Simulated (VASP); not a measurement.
Wanted: the native input for a VASP 6.6.1 run.

```
Task                               : relaxation of cell and atoms
Functional                         : HF
Potentials or basis                : VASP PAW PBE potentials, release 64 (Mg)
Cutoff                             : 600 eV
k mesh                             : 5 × 5 × 3
Occupations                        : fermi-dirac, width 0.05 eV
Spin                               : no spin polarisation
Grid for exact exchange (PRECFOCK) : Normal
Exchange at q = 0                  : truncated
Further INCAR settings             : ALGO = Normal; EDIFF = 1e-06; IBRION = 2; EDIFFG = -0.01; NSW = 40; ISIF = 3
```

The system is Mg.

```
CELL_PARAMETERS angstrom
3.20930 0.00000 0.00000
-1.60465 2.77934 0.00000
0.00000 0.00000 5.21030
ATOMIC_POSITIONS crystal
Mg 0.66667 0.33333 0.75000
Mg 0.33333 0.66667 0.25000
```

One way to write it, as run:

POSCAR

```
Mg
1.0
    3.2093000000      0.0000000000      0.0000000000
   -1.6046500000      2.7793353284      0.0000000000
    0.0000000000      0.0000000000      5.2103000000
Mg
2
Direct
    0.6666666667      0.3333333333      0.7500000000
    0.3333333333      0.6666666667      0.2500000000
```

INCAR.step1

```
ALGO = Normal
EDIFF = 1E-5
ENCUT = 600
GGA = PE
ISMEAR = -1
LASPH = True
LCHARG = False
LREAL = False
LWAVE = True
NELM = 100
PREC = Accurate
SIGMA = 0.05
```

INCAR.step2

```
AEXX = 1.0
AGGAC = 0.0
ALDAC = 0.0
ALGO = Normal
EDIFF = 1E-6
EDIFFG = -0.01
ENCUT = 600
GGA = PE
HFRCUT = -1
IBRION = 2
ISIF = 3
ISMEAR = -1
ISTART = 1
LASPH = True
LCHARG = False
LHFCALC = True
LREAL = False
LWAVE = False
NELM = 100
NSW = 40
PREC = Accurate
PRECFOCK = Normal
SIGMA = 0.05
```

KPOINTS

```
k-points
0
Gamma
  5 5 3
```

Potentials or basis: VASP PAW PBE potentials, release 64 (Mg).

The run is started by

```bash
$ cat potpaw_PBE.64/Mg/POTCAR > POTCAR
$ cp INCAR.step1 INCAR
$ mpirun -np 1 vasp_std > vasp.out
$ cp INCAR.step2 INCAR
$ mpirun -np 1 vasp_std > vasp.out
```

It gave:

- Relaxed volume: 23.84 Å³/atom
- Relaxed cell: a = 3.219 Å, b = 3.219 Å, c = 5.312 Å, α = 90.00°, β = 90.00°, γ = 120.00°
- Space group after relaxing (to 0.05 Å): P6_3/mmc (No. 194)
- Energy gained by relaxing: 3.1 meV/atom
- Ionic steps: 3
- Pressure after relaxing: 0.0 GPa
- Band gap on the k mesh: none (metal or under the smearing width)

Caveat: the k mesh is coarse (spacing up to 0.45 Å⁻¹), so the values aren't converged, least of all with exact exchange; the PAW data sets were made with another functional, which shifts forces and pressure a little.

It took 2.4 min on 1 thread of AMD EPYC 7R43 64-Core Processor (Zen 3), on a shared host, peak memory 0.16 GiB.
